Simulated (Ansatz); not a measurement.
Geometry optimisation in Ansatz: input, command and trajectory.

```yaml
crystal:
  lattice:
    - [3.18, 0.0, 0.0]
    - [-1.59, 2.753960784, 0.0]
    - [0.0, 0.0, 5.166]
  atoms:
    - { symbol: Ga, position: [0.3333333333, 0.6666666667, 0.0] }
    - { symbol: Ga, position: [0.6666666667, 0.3333333333, 0.5] }
    - { symbol: "N", position: [0.3333333333, 0.6666666667, 0.375] }
    - { symbol: "N", position: [0.6666666667, 0.3333333333, 0.875] }
basis:
  ecutwfc: 420
kpoints:
  mp_grid: { grid: [12, 12, 6] }
hamiltonian:
  xc: pbesol
scf:
  occupations: { method: gaussian, width: 0.02 }
output:
  forces: true
  stress: true
  eigenvalues: true
relax:
  adjacent_minimum: "off"
  f_tol: 0.005
  max_steps: 80
  cell: { stress_tol: 0.05 }
```

```bash
ansatz run input.yaml --threads 1 --pin off --max-ram 2560MiB --backend cpu --events-out ev --progress --plain --runs-dir out
```

These are results of DFT PBEsol, scalar-relativistic, plane waves, PAW in Ansatz 0.2.0, not measurements.

Of 7 frames 6 are shown, positions in Å and forces in eV/Å; the SCF threshold varies from step to step. Steps run on the plane waves of an earlier cell, with a Pulay correction in the pressure. The basis is chosen afresh for the last frame, the zero of the energies, and at times for earlier ones too; energy and pressure step there, also at an unchanged geometry.

```xyz
4
Lattice="3.1800 0.0000 0.0000 -1.5900 2.7540 0.0000 0.0000 0.0000 5.1660" Properties=species:S:1:pos:R:3:forces:R:3 pbc="T T T" step=1 free_energy_over_end_meV_per_atom=0.60 pressure_GPa=1.03
Ga    0.0000    1.8360    0.0000    0.0000    0.0000   -0.1330
Ga    1.5900    0.9180    2.5830    0.0000    0.0000   -0.1330
N     0.0000    1.8360    1.9372    0.0000    0.0000    0.1330
N     1.5900    0.9180    4.5202    0.0000    0.0000    0.1330
4
Lattice="3.1807 0.0000 0.0000 -1.5903 2.7545 0.0000 0.0000 0.0000 5.1801" Properties=species:S:1:pos:R:3:forces:R:3 pbc="T T T" step=2 free_energy_over_end_meV_per_atom=0.34 pressure_GPa=0.40
Ga    0.0000    1.8364   -0.0004    0.0000    0.0000   -0.0955
Ga    1.5903    0.9182    2.5897    0.0000    0.0000   -0.0955
N     0.0000    1.8364    1.9429    0.0000    0.0000    0.0955
N     1.5903    0.9182    4.5330    0.0000    0.0000    0.0955
4
Lattice="3.1823 0.0000 0.0000 -1.5912 2.7560 0.0000 0.0000 0.0000 5.1877" Properties=species:S:1:pos:R:3:forces:R:3 pbc="T T T" step=3 free_energy_over_end_meV_per_atom=0.24 pressure_GPa=-0.08
Ga    0.0000    1.8373   -0.0025    0.0000    0.0000   -0.0334
Ga    1.5912    0.9187    2.5913    0.0000    0.0000   -0.0334
N     0.0000    1.8373    1.9479    0.0000    0.0000    0.0338
N     1.5912    0.9187    4.5418    0.0000    0.0000    0.0338
4
Lattice="3.1825 0.0000 0.0000 -1.5912 2.7561 0.0000 0.0000 0.0000 5.1848" Properties=species:S:1:pos:R:3:forces:R:3 pbc="T T T" step=4 free_energy_over_end_meV_per_atom=0.20 pressure_GPa=0.01
Ga    0.0000    1.8374   -0.0042    0.0000    0.0000    0.0005
Ga    1.5912    0.9187    2.5882    0.0000    0.0000    0.0005
N     0.0000    1.8374    1.9485    0.0000    0.0000   -0.0002
N     1.5912    0.9187    4.5409    0.0000    0.0000   -0.0002
4
Lattice="3.1825 0.0000 0.0000 -1.5912 2.7561 0.0000 0.0000 0.0000 5.1848" Properties=species:S:1:pos:R:3:forces:R:3 pbc="T T T" step=5 free_energy_over_end_meV_per_atom=0.00 pressure_GPa=0.03
Ga    0.0000    1.8374   -0.0042    0.0000    0.0000    0.0001
Ga    1.5912    0.9187    2.5882    0.0000    0.0000    0.0001
N     0.0000    1.8374    1.9485    0.0000    0.0000   -0.0001
N     1.5912    0.9187    4.5409    0.0000    0.0000   -0.0001
4
Lattice="3.1826 0.0000 0.0000 -1.5913 2.7562 0.0000 0.0000 0.0000 5.1854" Properties=species:S:1:pos:R:3:forces:R:3 pbc="T T T" step=7 free_energy_over_end_meV_per_atom=0.00 pressure_GPa=0.00
Ga    0.0000    1.8375   -0.0042    0.0000    0.0000    0.0000
Ga    1.5913    0.9187    2.5885    0.0000    0.0000    0.0000
N     0.0000    1.8375    1.9487    0.0000    0.0000    0.0000
N     1.5913    0.9187    4.5414    0.0000    0.0000    0.0000
```

Time: 84 s on 1 thread of Arm Neoverse N1, with other jobs on the host, peak memory 0.38 GiB.